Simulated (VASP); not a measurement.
# In (I4/mmm) in VASP: a series of runs

One crystal, In, is run at these levels: PBE, LDA, r2SCAN; tasks: band structure.

Program: VASP 6.6.1. These are calculated values, not measurements. Logs are shortened: lines on timing, memory, paths and dates and some standing lists are left out, and cuts for length are marked.

## Step 1: Starting point

Symmetry: I4/mmm, No. 139, tetragonal system. Conventional cell: a = 3.189 Å, b = 3.189 Å, c = 5.023 Å, α = 90.00°, β = 90.00°, γ = 90.00°. Around In (site symmetry 4/mmm) lie 12 In at 3.19 to 3.38 Å.

## Step 2: Band structure, PBE

The input, INCAR:

```
SYSTEM = In
  PREC = Accurate
  ENCUT = 520
  EDIFF = 1E-6
  ISMEAR = 1
  SIGMA = 0.1
  LREAL = .FALSE.
  LASPH = .TRUE.
  NELM = 80
  ALGO = Fast
  ISIF = 2
  LWAVE = .FALSE.
  LCHARG = .FALSE.
  GGA = PE
  NBANDS = 12
  KPAR = 4
```

The input, KPOINTS:

```
regular mesh
0
G
  16 16 16
  0 0 0
```

The input, POSCAR:

```
In                                      
1.0
   -1.5943647362      1.5943647362      2.5113719372
    1.5943647362     -1.5943647362      2.5113719372
    1.5943647362      1.5943647362     -2.5113719372
  In            
     1
Direct
     0.0000000000000000    0.0000000000000000    0.0000000000000000
```

The input, KPOINTS_OPT:

```
explicit points
298
Reciprocal
 0.0000000000  0.0000000000  0.0000000000 1
 0.0000000000  0.0000000000  0.0263157895 1
 0.0000000000  0.0000000000  0.0526315789 1
 0.0000000000  0.0000000000  0.0789473684 1
 0.0000000000  0.0000000000  0.1052631579 1
 0.0000000000  0.0000000000  0.1315789474 1
[... 290 lines left out ...]
 0.0137795600  0.0137795600  0.4862204400 1
-0.0137795600 -0.0137795600  0.5137795600 1
```

Potentials or basis: VASP PAW PBE potentials, release 64 (In_d).

The run is started by

```sh
cat potpaw_PBE.64/In_d/POTCAR > POTCAR
mpirun -np 4 vasp_std > vasp.out
```

OUTCAR:

```text
SYSTEM = In
   PREC = Accurate
   ENCUT = 520
   EDIFF = 1E-6
   ISMEAR = 1
   LREAL = .FALSE.
   LASPH = .TRUE.
   NELM = 80
   ISIF = 2
   GGA = PE

 ion  position               nearest neighbor table
   1  0.000  0.000  0.000-

  LATTYP: Found a body centered tetragonal cell.
 ALAT       =     3.1887294724
 C/A-ratio  =     1.5751552202

  Lattice vectors:

 A1 = (  -1.5943647362,   1.5943647362,   2.5113719372)
 A2 = (   1.5943647362,  -1.5943647362,   2.5113719372)
 A3 = (   1.5943647362,   1.5943647362,  -2.5113719372)

Analysis of symmetry for initial positions (statically):
=====================================================================
 Subroutine PRICEL returns:
 Original cell was already a primitive cell.

 Routine SETGRP: Setting up the symmetry group for a
 body centered tetragonal supercell.

 Subroutine GETGRP returns: Found 16 space group operations
 (whereof 16 operations were pure point group operations)
 out of a pool of 16 trial point group operations.

The static configuration has the point symmetry D_4h.

Analysis of symmetry for dynamics (positions and initial velocities):
=====================================================================
 Subroutine PRICEL returns:
 Original cell was already a primitive cell.

 Routine SETGRP: Setting up the symmetry group for a
 body centered tetragonal supercell.

 Subroutine GETGRP returns: Found 16 space group operations
 (whereof 16 operations were pure point group operations)
 out of a pool of 16 trial point group operations.

The dynamic configuration has the point symmetry D_4h.

 Subroutine INISYM returns: Found 16 space group operations
 (whereof 16 operations are pure point group operations),
 and found     1 'primitive' translations

----------------------------------------------------------------------------------------

                                     Primitive cell

  volume of cell :      25.5356

  direct lattice vectors                    reciprocal lattice vectors
    -1.594364736  1.594364736  2.511371937     0.000000000  0.313604528  0.199094365
     1.594364736 -1.594364736  2.511371937     0.313604528  0.000000000  0.199094365
     1.594364736  1.594364736 -2.511371937     0.313604528  0.313604528  0.000000000

  length of vectors
     3.375053604  3.375053604  3.375053604     0.371465161  0.371465161  0.443503776

  position of ions in fractional coordinates (direct lattice)
     0.000000000  0.000000000  0.000000000

  ion indices of the primitive-cell ions
   primitive index   ion index
                 1           1

[... 85 lines left out ...]
   EFERMI =   0.00;   METHOD = LEGACY
   ISMEAR =     1;   SIGMA  =   0.10  broadening in eV -4-tet -1-fermi 0-gaus
   EFERMI_NEDOS =   21; number of points for ismear=-14 and -15
   IALGO  =     68    algorithm
   IMIX   =      4    mixing-type and parameters
     AMIX     =   0.40;   BMIX     =  1.00
     AMIX_MAG =   1.60;   BMIX_MAG =  1.00
  volume/ion in A,a.u.               =      25.54       172.32
  Fermi-wavevector in a.u.,A,eV,Ry     =   1.307195  2.470241 23.249086  1.708760
  Thomas-Fermi vector in A             =   2.437946
   LORBIT       =      0    0 simple, 1 ext, 2 COOP (PROOUT), +10 PAW based schemes
   GGA     = PE    functional components
   LHFCALC =     F    Hartree Fock is set to
   AEXX    =    0.0000 exact exchange contribution
   IVDW    =     0    specifies the selected vdW correction
   LEPSILON=     F    determine dielectric tensor
   LRPA    =     F    only Hartree local field effects (RPA)
 non-spin polarized calculation
 RMM-DIIS sequential band-by-band and
 Methfessel and Paxton  Order N= 1 SIGMA  =   0.10
  energy-cutoff  :      520.00
  volume of cell :       25.54
 maximum number of plane-waves:       708
 NGX is ok and might be reduce to    28
   NGX = 13   NGY = 13   NGZ = 13

 number of electron      13.0000001 magnetization

 Free energy of the ion-electron system (eV)
  ---------------------------------------------------
  ext. energy  EPLUGINS =         0.00000000
  ---------------------------------------------------
  free energy    TOTEN  =        -2.54320953 eV

  energy without entropy =       -2.54353807  energy(sigma->0) =       -2.54331904

 E-fermi :   7.8098     XC(G=0): -10.3686

 val. band max:        7.7869540257   @ k =  -0.3750   0.0625   0.0000
 cond. band min:       7.8172519517   @ k =  -0.3750   0.3750   0.3750
 fundamental gap:      0.0302979260
 Fermi energy:         7.8097940904

 k-point     1 :       0.0000    0.0000    0.0000
  band No.  band energies     occupation
      1      -6.9803      2.00000
      2      -6.8097      2.00000
      3      -6.8097      2.00000
      4      -6.7726      2.00000
      5      -6.6086      2.00000
      6      -1.9137      2.00000
      7      18.5674      0.00000
      8      18.5674      0.00000
      9      18.7986      0.00000
     10      19.4978      0.00000
     11      21.9916      0.00000
     12      22.1698      0.00000
[... 331 lines left out ...]
 k-point    24 :      -0.0625    0.0625    0.0000
  band No.  band energies     occupation
      1      -6.9603      2.00000
      2      -6.8199      2.00000
      3      -6.8006      2.00000
      4      -6.7662      2.00000
      5      -6.6176      2.00000
      6      -1.7893      2.00000
      7      17.7559      0.00000
      8      18.0065      0.00000
      9      18.0983      0.00000
     10      18.9373      0.00000
     11      22.3960      0.00000
     12      22.9443      0.00000

 [... further k-points ...]

------------------------ aborting loop because EDIFF is reached ----------------------------------------

  FORCE on cell =-STRESS in cart. coord.  units (eV):
  Direction    XX          YY          ZZ          XY          YZ          ZX
  --------------------------------------------------------------------------------------
  -------------------------------------------------------------------------------------
  Total        0.5025846      0.5025846      0.4722457      0.0000000     -0.0000000      0.0000000
  in kB       31.5335868     31.5335868     29.6300382      0.0000000     -0.0000000      0.0000000
  external PRESSURE =      30.8990706 kB  Pullay stress =       0.0000000 kB

 VOLUME and BASIS-vectors are now :
 -----------------------------------------------------------------------------
  energy-cutoff  :      520.00
  volume of cell :       25.54
      direct lattice vectors                 reciprocal lattice vectors
    -1.594364736  1.594364736  2.511371937     0.000000000  0.313604528  0.199094365
     1.594364736 -1.594364736  2.511371937     0.313604528  0.000000000  0.199094365
     1.594364736  1.594364736 -2.511371937     0.313604528  0.313604528  0.000000000

 POSITION                                       TOTAL-FORCE (eV/Angst)
 -----------------------------------------------------------------------------------
      0.00000      0.00000      0.00000         0.000000      0.000000     -0.000000
 -----------------------------------------------------------------------------------
    total drift:                               -0.000000     -0.000000     -0.000000

  FREE ENERGIE OF THE ION-ELECTRON SYSTEM (eV)
  ---------------------------------------------------
  free  energy   TOTEN  =        -2.5432095326 eV

  energy  without entropy=       -2.5435380675  energy(sigma->0) =       -2.54331904
```

stdout:

```text
POSCAR found type information on POSCAR In
 POSCAR found :  1 types and       1 ions
 scaLAPACK will be used
 LDA part: xc-table for (Slater+PW92), standard interpolation
 POSCAR, INCAR and KPOINTS ok, starting setup
 FFT: planning ... GRIDC
 FFT: planning ... GRID_SOFT
 FFT: planning ... GRID
 WAVECAR not read
 entering main loop
 Start KPOINTS_OPT (optional k-point list driver)
k-point batch [1-298\298]
```

Wall time 24 s (4 MPI ranks of Intel Xeon 6975P-C (Granite Rapids), shared host); peak memory 0.28 GiB.

What came out:

| Property | Result |
| --- | --- |
| Free energy | -2.5432 eV |
| Pressure | 3.1 GPa |
| Band gap along the path | none (metal or under the smearing width) |

Levels at the corners of the path, in eV from the Fermi level:
```
point  band 5  band 6  band 7  band 8  band 9  band 10
    Γ  -14.42   -9.72   10.76   10.76   10.99    11.69
    X  -14.21   -1.91   -1.38    3.34    3.98     6.99
    X  -14.21   -1.91   -1.38    3.34    3.98     6.99
    Y  -14.33   -1.71   -0.11   -0.03    1.33    13.26
    Y  -14.33   -1.71   -0.11   -0.03    1.33    13.26
    S  -14.35   -2.63   -1.43   -0.59    6.62     9.42
    S  -14.35   -2.63   -1.43   -0.59    6.62     9.42
    Γ  -14.42   -9.72   10.76   10.76   10.99    11.69
    Γ  -14.42   -9.72   10.76   10.76   10.99    11.69
    Z  -14.31   -3.30   -2.96    5.13    5.13     8.59
    Z  -14.31   -3.30   -2.96    5.13    5.13     8.59
   S1  -14.35   -2.63   -1.43   -0.59    6.62     9.42
   S1  -14.35   -2.63   -1.43   -0.59    6.62     9.42
    N  -14.30   -4.31   -3.48    7.19    9.71    11.04
    N  -14.30   -4.31   -3.48    7.19    9.71    11.04
    P  -14.21   -0.99   -0.06   -0.06    1.88    12.21
    P  -14.21   -0.99   -0.06   -0.06    1.88    12.21
   Y1  -14.33   -1.71   -0.11   -0.03    1.33    13.26
   Y1  -14.33   -1.71   -0.11   -0.03    1.33    13.26
    Z  -14.31   -3.30   -2.96    5.13    5.13     8.59
    X  -14.21   -1.91   -1.38    3.34    3.98     6.99
    P  -14.21   -0.99   -0.06   -0.06    1.88    12.21
```

Caveat: spin-orbit coupling is left out, which moves the levels of the heavy elements.

## Step 3: Band structure, LDA

INCAR: that of step 2 with these lines changed.

```diff
@@ -13,3 +13,3 @@
   LCHARG = .FALSE.
-  GGA = PE
+  GGA = CA
   NBANDS = 12
```

KPOINTS is that of step 2.

POSCAR is that of step 2.

KPOINTS_OPT is that of step 2.

Potentials or basis: VASP PAW LDA potentials, release 64 (In_d).

The run is started by

```sh
cat potpaw_LDA.64/In_d/POTCAR > POTCAR
mpirun -np 4 vasp_std > vasp.out
```

Run time: 22 s. Hardware: 4 MPI ranks of Intel Xeon 6975P-C (Granite Rapids), shared host; peak memory 0.27 GiB.

It converged, with:

| Item | Value |
| --- | --- |
| Free energy | -3.2151 eV |
| Pressure | -1.7 GPa |
| Band gap along the path | none (metal or under the smearing width) |

Stress tensor (GPa, compression positive):
```
-1.77  0.00  0.00
 0.00 -1.77  0.00
 0.00  0.00 -1.61
```

Levels at the corners of the path, in eV from the Fermi level:
| point | band 4 | band 5 | band 6 | band 7 | band 8 | band 9 | band 10 | band 11 |
| --- | --- | --- | --- | --- | --- | --- | --- | --- |
| Γ | -14.47 | -14.31 | -9.72 | 10.66 | 10.66 | 10.87 | 11.82 | 14.26 |
| X | -14.24 | -14.09 | -1.88 | -1.44 | 3.31 | 3.96 | 7.09 | 7.48 |
| X | -14.24 | -14.09 | -1.88 | -1.44 | 3.31 | 3.96 | 7.09 | 7.48 |
| Y | -14.33 | -14.22 | -1.80 | -0.08 | 0.00 | 1.39 | 13.26 | 13.40 |
| Y | -14.33 | -14.22 | -1.80 | -0.08 | 0.00 | 1.39 | 13.26 | 13.40 |
| S | -14.32 | -14.24 | -2.70 | -1.40 | -0.54 | 6.58 | 9.52 | 16.64 |
| S | -14.32 | -14.24 | -2.70 | -1.40 | -0.54 | 6.58 | 9.52 | 16.64 |
| Γ | -14.47 | -14.31 | -9.72 | 10.66 | 10.66 | 10.87 | 11.82 | 14.26 |
| Γ | -14.47 | -14.31 | -9.72 | 10.66 | 10.66 | 10.87 | 11.82 | 14.26 |
| Z | -14.19 | -14.19 | -3.35 | -2.92 | 5.10 | 5.10 | 8.73 | 8.83 |
| Z | -14.19 | -14.19 | -3.35 | -2.92 | 5.10 | 5.10 | 8.73 | 8.83 |
| S1 | -14.32 | -14.24 | -2.70 | -1.40 | -0.54 | 6.58 | 9.52 | 16.64 |
| S1 | -14.32 | -14.24 | -2.70 | -1.40 | -0.54 | 6.58 | 9.52 | 16.64 |
| N | -14.24 | -14.19 | -4.34 | -3.43 | 7.13 | 9.62 | 11.14 | 11.51 |
| N | -14.24 | -14.19 | -4.34 | -3.43 | 7.13 | 9.62 | 11.14 | 11.51 |
| P | -14.32 | -14.09 | -1.08 | -0.04 | -0.04 | 1.94 | 12.19 | 12.96 |
| P | -14.32 | -14.09 | -1.08 | -0.04 | -0.04 | 1.94 | 12.19 | 12.96 |
| Y1 | -14.33 | -14.22 | -1.80 | -0.08 | 0.00 | 1.39 | 13.26 | 13.40 |
| Y1 | -14.33 | -14.22 | -1.80 | -0.08 | 0.00 | 1.39 | 13.26 | 13.40 |
| Z | -14.19 | -14.19 | -3.35 | -2.92 | 5.10 | 5.10 | 8.73 | 8.83 |
| X | -14.24 | -14.09 | -1.88 | -1.44 | 3.31 | 3.96 | 7.09 | 7.48 |
| P | -14.32 | -14.09 | -1.08 | -0.04 | -0.04 | 1.94 | 12.19 | 12.96 |

Caveat: spin-orbit coupling is left out, which moves the levels of the heavy elements.

## Step 4: Band structure, r2SCAN

INCAR: that of step 3 with these lines changed.

```diff
@@ -9,3 +9,3 @@
   NELM = 80
-  ALGO = Fast
+  ALGO = Normal
   ISIF = 2
@@ -13,3 +13,4 @@
   LCHARG = .FALSE.
-  GGA = CA
+  METAGGA = R2SCAN
+  LMIXTAU = .TRUE.
   NBANDS = 12
```

KPOINTS is that of step 3.

POSCAR is that of step 3.

KPOINTS_OPT is that of step 3.

Potentials or basis: VASP PAW PBE potentials, release 64 (In_d).

The run is started by

```sh
cat potpaw_PBE.64/In_d/POTCAR > POTCAR
mpirun -np 4 vasp_std > vasp.out
```

It took 97 s on 4 MPI ranks of Intel Xeon 6975P-C (Granite Rapids), shared host; peak memory 0.29 GiB.

It converged, with:

```yaml
Free_energy: -22.5730 eV
Pressure: 1.3 GPa
Band_gap_along_the_path: none (metal or under the smearing width)
```

Stress tensor (GPa, compression positive):
```
1.20 0.00 0.00
0.00 1.20 0.00
0.00 0.00 1.39
```

Levels at the corners of the path, in eV from the Fermi level:
| point | band 5 | band 6 | band 7 | band 8 | band 9 | band 10 |
| --- | --- | --- | --- | --- | --- | --- |
| Γ | -14.99 | -10.22 | 11.38 | 11.38 | 11.68 | 12.30 |
| X | -14.77 | -2.13 | -1.26 | 3.46 | 4.24 | 7.55 |
| X | -14.77 | -2.13 | -1.26 | 3.46 | 4.24 | 7.55 |
| Y | -14.91 | -1.65 | -0.22 | -0.09 | 1.48 | 14.00 |
| Y | -14.91 | -1.65 | -0.22 | -0.09 | 1.48 | 14.00 |
| S | -14.93 | -2.65 | -1.57 | -0.63 | 6.99 | 9.95 |
| S | -14.93 | -2.65 | -1.57 | -0.63 | 6.99 | 9.95 |
| Γ | -14.99 | -10.22 | 11.38 | 11.38 | 11.68 | 12.30 |
| Γ | -14.99 | -10.22 | 11.38 | 11.38 | 11.68 | 12.30 |
| Z | -14.88 | -3.36 | -3.19 | 5.42 | 5.42 | 8.83 |
| Z | -14.88 | -3.36 | -3.19 | 5.42 | 5.42 | 8.83 |
| S1 | -14.93 | -2.65 | -1.57 | -0.63 | 6.99 | 9.95 |
| S1 | -14.93 | -2.65 | -1.57 | -0.63 | 6.99 | 9.95 |
| N | -14.87 | -4.46 | -3.69 | 7.60 | 10.29 | 11.57 |
| N | -14.87 | -4.46 | -3.69 | 7.60 | 10.29 | 11.57 |
| P | -14.77 | -0.85 | -0.18 | -0.18 | 2.07 | 12.99 |
| P | -14.77 | -0.85 | -0.18 | -0.18 | 2.07 | 12.99 |
| Y1 | -14.91 | -1.65 | -0.22 | -0.09 | 1.48 | 14.00 |
| Y1 | -14.91 | -1.65 | -0.22 | -0.09 | 1.48 | 14.00 |
| Z | -14.88 | -3.36 | -3.19 | 5.42 | 5.42 | 8.83 |
| X | -14.77 | -2.13 | -1.26 | 3.46 | 4.24 | 7.55 |
| P | -14.77 | -0.85 | -0.18 | -0.18 | 2.07 | 12.99 |

Caveat: the PAW data sets were made with another functional, which shifts forces and pressure a little; spin-orbit coupling is left out, which moves the levels of the heavy elements.

## Step 5: The runs side by side

```tsv
level	potentials or basis	pressure (GPa)
PBE	VASP PAW PBE potentials, release 64 (In_d)	3.1
LDA	VASP PAW LDA potentials, release 64 (In_d)	-1.7
r2SCAN	VASP PAW PBE potentials, release 64 (In_d)	1.3
```

Alike in all rows: task band structure; no spin polarisation; cell as given; k mesh 16 × 16 × 16; cutoff (eV) 520; smearing methfessel-paxton 0.1 eV.

Caveats: spin-orbit coupling is left out, which moves the levels of the heavy elements; the PAW data sets were made with another functional, which shifts forces and pressure a little (some runs).

Absolute energies hang on the potentials; compare differences alone.
